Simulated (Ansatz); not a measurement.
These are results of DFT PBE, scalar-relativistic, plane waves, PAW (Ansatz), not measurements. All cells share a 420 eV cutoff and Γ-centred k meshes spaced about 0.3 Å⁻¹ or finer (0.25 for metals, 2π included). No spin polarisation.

These relaxed cells of InGa2As3 both derive from the zinc-blende structure, more or less distorted, and differ in how In and Ga are arranged on its sites.

Cell 1.

Space group Imm2 (No. 44). a = 4.158 Å, b = 12.489 Å, c = 5.905 Å, α = 90.00°, β = 90.00°, γ = 90.00°
```
atom  site  symmetry       x       y       z
  In    2a       mm2  0.0000  0.0000  0.0002
  Ga    4d       m.. 0.5000  0.1691  0.5006
  As    4d       m.. 0.5000  0.3255  0.7624
  As    2b       mm2  0.5000  0.0000  0.7237
```

Cell 2.

Space group P3m1 (No. 156). a = 4.166 Å, b = 4.166 Å, c = 10.243 Å, α = 90.00°, β = 90.00°, γ = 120.00°
```tsv
atom	site	symmetry	x	y	z
In	1a	3m.	0.0000	0.0000	0.0015
Ga	1c	3m.	0.6667	0.3333	0.6605
Ga	1b	3m.	0.3333	0.6667	0.3399
As	1b	3m.	0.3333	0.6667	0.5832
As	1c	3m.	0.6667	0.3333	0.9026
As	1a	3m.	0.0000	0.0000	0.2623
```

Question: Which ordering is lower in energy, and by how much?

Answer: Cell 1 (Imm2) is lower; cell 2 (P3m1) lies 15 meV/atom higher. Cell 1, 25.6 Å³/atom, no gap on its mesh: In is surrounded by 4 As at 2.64–2.67 Å; Ga is surrounded by 4 As at 2.49–2.51 Å; As on a site of symmetry m is surrounded by 3 Ga at 2.49–2.51 Å and 1 In at 2.67 Å; As on a site of symmetry mm2 is surrounded by 2 Ga at 2.49 Å and 2 In at 2.64 Å. Cell 2, 25.7 Å³/atom, no gap on its mesh: In is surrounded by 4 As at 2.61–2.67 Å; around Ga on its first site lie 4 As at 2.48–2.53 Å; Ga on its second site is surrounded by 4 As at 2.49–2.53 Å; As on its first site has 4 Ga at 2.49–2.53 Å; 2 more sites not described.

The zero gap of Imm2, P3m1 may come from the functional, which often closes small gaps. Cells relaxed within their symmetry can be saddle points. Other orderings may lie lower.

The preference for the Imm2 ordering probably reflects strain more than any difference in bonding type, since In and Ga are isovalent and every cation in both cells keeps four As neighbours. In–As bonds are naturally longer than Ga–As bonds, and Imm2 keeps the two sets close to uniform, at 2.64–2.67 Å and 2.49–2.51 Å. In P3m1, whole cation layers stacked along the threefold axis must share one in-plane lattice constant. This shortens some In–As bonds to 2.61 Å and stretches some Ga–As bonds to 2.53 Å. In is also spread more evenly over the As neighbourhoods in Imm2, whereas P3m1 contains As bonded only to Ga.

The missing gap conflicts with the known direct-gap semiconducting character of InGaAs alloys. The likely cause is that PBE places the cation-s-rich conduction edge too low relative to the As-p valence edge, so the result is no evidence of metallic ordered phases. Nor does the energy difference show whether either ordering is stable against separation into InAs and GaAs.
